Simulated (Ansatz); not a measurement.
WS2 (Tungstenite):

```xyz
6
Lattice="3.1800 0.0000 0.0000 -1.5900 2.7540 0.0000 0.0000 0.0000 12.5000" Properties=species:S:1:pos:R:3 pbc="T T T"
W     1.5900    0.9180    9.3750
W     0.0000    1.8360    3.1250
S     1.5900    0.9180    4.6875
S     0.0000    1.8360   10.9375
S     1.5900    0.9180    1.5625
S     0.0000    1.8360    7.8125
```

- Program: Ansatz 0.2.0
- Task: single point
- Functional: PBE
- Potentials or basis: all-electron LAPW, scalar-relativistic
- Cutoff: 283 eV (chosen from the basis error)
- Basis error allowed: 0.001 eV/atom
- k mesh: 10 × 10 × 3
- Occupations: fermi-dirac, width 0.05 eV
- Spin: no spin polarisation

On this cell: pressure 2.3 GPa; largest force 0.133 eV/Å; band gap on the k mesh 1.12 eV, indirect (least direct gap 2.09 eV).

The same run follows on a disturbed copy (atoms moved at random, drawn with an rms of 0.05 Å):

```xyz
6
Lattice="3.1800 0.0000 0.0000 -1.5900 2.7540 0.0000 0.0000 0.0000 12.5000" Properties=species:S:1:pos:R:3 pbc="T T T"
W     1.6038    0.9147    9.3564
W     0.0428    1.8620    3.1020
S     1.5459    0.9056    4.6321
S    -0.0016    1.8335   10.8725
S     1.6324    0.9377    1.5269
S     0.0472    1.8611    7.8303
```

Problem. What changes?

Solution. The energy moves by +20.2 meV/atom; pressure 5.3 GPa; largest force 1.362 eV/Å; band gap on the k mesh 1.12 eV, indirect (least direct gap 1.90 eV).

Forces on the atoms (eV/Å):
```
W    0.190  0.333 -0.157
W   -0.960 -0.465 -0.848
S    0.919  0.381  0.843
S    0.169 -0.013  1.105
S    0.040  0.082  0.018
S   -0.358 -0.317 -0.961
```

Stress tensor (GPa, compression positive):
```
 3.22 -0.68  3.05
-0.68  4.15  1.31
 3.05  1.31  8.52
```

Caveats: spin-orbit coupling is left out, which moves the levels of the heavy elements; an odd mesh through Γ misses points on the zone boundary, where band edges often lie; this functional lacks dispersion, which binds the layers, so the pressure and a relaxed spacing across them are unreliable (some runs).
